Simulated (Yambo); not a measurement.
**PbSe (Clausthalite): optical spectrum by the Bethe-Salpeter equation with LDA**

The system is PbSe (Clausthalite).

```
CELL_PARAMETERS angstrom
0.00000 3.06065 3.06065
3.06065 0.00000 3.06065
3.06065 3.06065 0.00000
ATOMIC_POSITIONS crystal
Pb 0.00000 0.00000 0.00000
Se 0.50000 0.50000 0.50000
```

```
Program                                     : Yambo 5.3.0
Task                                        : optical spectrum by the Bethe-Salpeter equation
Functional                                  : LDA
Potentials or basis                         : PseudoDojo 0.4.1 SR LDA standard
Cutoff                                      : 707 eV
Density cutoff                              : 2830 eV
k mesh                                      : 6 × 6 × 6
Occupations                                 : fixed
Spin                                        : no spin polarisation
k mesh of the self-consistent run           : 8 × 8 × 8
Form of the LDA                             : PW92
Random integration of the Coulomb term      : yes
Direction of the field or of q to 0         : x + y + z
Broadening                                  : 0.2 eV
Kernel                                      : screened exchange
Terms kept                                  : resonant alone
Solver                                      : diagonalisation
Correction of the levels                    : scissor
Top of the energy range                     : 10 eV
Energy points                               : 300
Scissor shift                               : 0.39 eV
Bands of the transition space (first, last) : [14, 17]
Bands in the response                       : 30
Cutoff of the response matrix               : 3 Ry
Cutoff of exchange and Vxc                  : 20 Ry
```

| Property | Result |
| --- | --- |
| Band gap on the k mesh, mean-field level | 0.20 eV, direct |
| Exciton binding energy | 0.01 eV |
| Lowest exciton energy | 0.58 eV |
| Lowest bright exciton energy | 0.58 eV |

Dielectric function (along the field direction of the input):
```csv
energy (eV),real part,imaginary part
0.27,28.72,13.21
0.50,25.22,38.42
0.74,-10.42,29.00
1.00,-4.73,9.64
1.24,2.01,5.91
1.51,8.55,5.72
1.74,14.73,8.92
2.01,15.83,21.08
2.24,9.25,20.49
2.51,15.30,27.86
2.74,-2.49,42.29
3.01,-14.96,34.59
3.24,-23.65,21.72
3.51,-18.31,11.64
3.75,-15.74,10.33
3.98,-15.84,8.22
4.25,-13.96,5.09
4.48,-11.82,4.04
4.75,-10.55,3.10
4.98,-9.31,2.67
5.25,-8.29,3.02
5.48,-8.66,2.64
5.75,-7.83,1.51
5.99,-6.90,1.16
6.25,-5.93,1.28
6.49,-5.74,1.34
6.76,-4.99,1.52
6.99,-5.24,2.02
7.22,-5.33,1.65
7.49,-5.56,1.28
7.73,-5.23,0.77
7.99,-4.73,0.51
8.23,-4.40,0.47
8.49,-4.16,0.50
8.73,-4.05,0.33
9.00,-3.76,0.22
9.23,-3.54,0.18
9.50,-3.32,0.15
9.73,-3.15,0.14
10.00,-2.98,0.12
```

Lowest exciton energies (eV): 0.58, 0.58, 0.58, 0.58, 1.98, 1.98, 1.98, 1.99

Excitons:
| energy (eV) | strength (relative to the strongest) |
| --- | --- |
| 0.582 | 2.7e-08 |
| 0.584 | 1 |
| 0.584 | 0.94 |
| 0.584 | 0.97 |
| 1.979 | 0.15 |
| 1.981 | 0.097 |
| 1.981 | 0.084 |
| 1.985 | 2.7e-08 |
| 2.066 | 0.2 |
| 2.067 | 0.15 |
| 2.067 | 0.1 |
| 2.072 | 2.9e-07 |

Caveat: the scissor is the correction of the direct gap in an earlier G0W0 run on the same states; exciton energies and binding change strongly with the k mesh and aren't converged on this one; the real part holds the resonant terms alone and isn't the full dielectric function; spectra need much finer meshes, so this one isn't converged; spin-orbit coupling is left out, which as a rule narrows the gap of such compounds by several tenths of an eV. A k mesh can miss the band edges.
